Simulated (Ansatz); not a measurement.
## Ga3Se2: from a trial structure to a relaxed crystal

These are results of DFT PBE, scalar-relativistic, plane waves, PAW (Ansatz), not measurements. Cutoff 420 eV, Γ-centred k mesh, Gaussian smearing, no spin polarisation in the final step.

Ga3Se2 was placed on the anti-A-type sesquioxide structure type (P-3m1, No. 164), with Se in place of La, Ga in place of O, at a guessed volume.

```
CELL_PARAMETERS angstrom
4.23916 0.00000 0.00000
-2.11958 3.67122 0.00000
0.00000 0.00000 6.59544
ATOMIC_POSITIONS crystal
Ga 0.00000 0.00000 0.00000
Ga 0.33333 0.66667 0.64500
Ga 0.66667 0.33333 0.35500
Se 0.33333 0.66667 0.24500
Se 0.66667 0.33333 0.75500
```

Cell and atoms relax at zero pressure; the relaxation can't lower the symmetry of the start. After a coarse first stage the cell is made exact in the group found at 0.06 Å.

Formation energies are uncorrected and refer to the elements' standard structures at the same level.

(1) Describe the relaxed structure.

(2) What are its volume, energy, density and gap?

Answers

(1) It keeps P-3m1 (No. 164). The result has the A-type sesquioxide structure. Conventional cell: a = 4.802 Å, c = 6.132 Å. Ga on Wyckoff site a (1 atom of the primitive cell) is coordinated by 6 Se at 3.15 Å and 6 Ga at 3.35 Å; Ga on Wyckoff site d (2 atoms of the primitive cell) is coordinated by 4 Se at 2.74–2.80 Å; Se is coordinated by 4 Ga at 2.74–2.80 Å, 3 Ga at 3.15 Å and 1 Ga at 3.39 Å.

```xyz
5
Lattice="4.8019 0.0000 0.0000 -2.4009 4.1585 0.0000 0.0000 0.0000 6.1320" Properties=species:S:1:pos:R:3 pbc="T T T"
Ga    0.0000    0.0000    0.0000
Ga    0.0000    2.7724    4.2451
Ga    2.4009    1.3862    1.8869
Se    0.0000    2.7724    1.5021
Se    2.4009    1.3862    4.6299
```

(2) The volume per atom is 24.49 Å³ and the density is 4.98 g/cm³. The energy over the elements is -0.17 eV/atom and the gap on the 12×12×6 mesh is 0 eV (a metal).

The final run used a 12×12×6 mesh on its 5-atom cell and 0.10 eV smearing. The k mesh leaves about 4 meV/atom of noise in metals. Symmetry constrained the relaxation, so the result can be a saddle point. The steps took roughly 3 core-minutes in all.